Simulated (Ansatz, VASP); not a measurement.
## Two plane-wave programs on Hf

Contents of INCAR:

```
SYSTEM = Hf
PREC = Accurate
ENCUT = 520
EDIFF = 1E-7
ISMEAR = -1
SIGMA = 0.05
LREAL = .False.
LASPH = .True.
NELM = 60
ALGO = Normal
ISIF = 2
LWAVE = .False.
LCHARG = .False.
GGA = PS
NBANDS = 11
```

Contents of KPOINTS:

```
Automatic mesh
0
Gamma
  10 10 10
  0 0 0
```

Contents of POSCAR:

```
Hf
1.0
   -1.7681529262      1.7681529262      1.7681529262
    1.7681529262     -1.7681529262      1.7681529262
    1.7681529262      1.7681529262     -1.7681529262
Hf
1
Direct
    0.0000000000      0.0000000000      0.0000000000
```

The input input.yaml:

```yaml
crystal:
  lattice:
    - [-1.7681529262, 1.7681529262, 1.7681529262]
    - [1.7681529262, -1.7681529262, 1.7681529262]
    - [1.7681529262, 1.7681529262, -1.7681529262]
  atoms:
    - { symbol: Hf, position: [0.0, 0.0, 0.0] }
hamiltonian:
  xc: pbesol
  pseudopotentials: { kind: paw }
kpoints:
  mp_grid: { grid: [10, 10, 10] }
scf:
  occupations: { method: fermi_dirac, width: 0.05 }
output:
  forces: true
  stress: true
  eigenvalues: true
```

Change from the starting cell: volume scaled by 0.94.

Alike in both runs: task single point; functional PBEsol; k mesh 10 × 10 × 10; occupations fermi-dirac, width 0.05 eV; no spin polarisation.

```csv
,VASP,Ansatz
version,VASP 6.6.1,Ansatz 0.2.0
potentials or method,"VASP PAW PBE potentials, release 64 (Hf_pv)",Ansatz PAW
plane-wave cutoff (eV),520,420
valence electrons in the cell,10,26
```

Ansatz gave:

* gap on the k mesh at the Fermi level (eV): none
* pressure (GPa): -3.8

**Question.** Estimate VASP's values.

**Answer.** gap on the k mesh at the Fermi level (eV): none; pressure (GPa): -4.0.

A gap of «none» marks a metal or a gap that the smearing closes. The functional is the same, so the differences come from potentials, cutoffs and numerics. The two sets of potentials don't hold the same shells in valence.

Caveats: the PAW data sets were made with another functional, which shifts forces and pressure a little (VASP); the PAW data sets come from PBE, with cores solved anew for the run's functional, which leaves a small shift of forces and pressure (Ansatz). Spin-orbit coupling is left out, which matters for the levels of Hf.
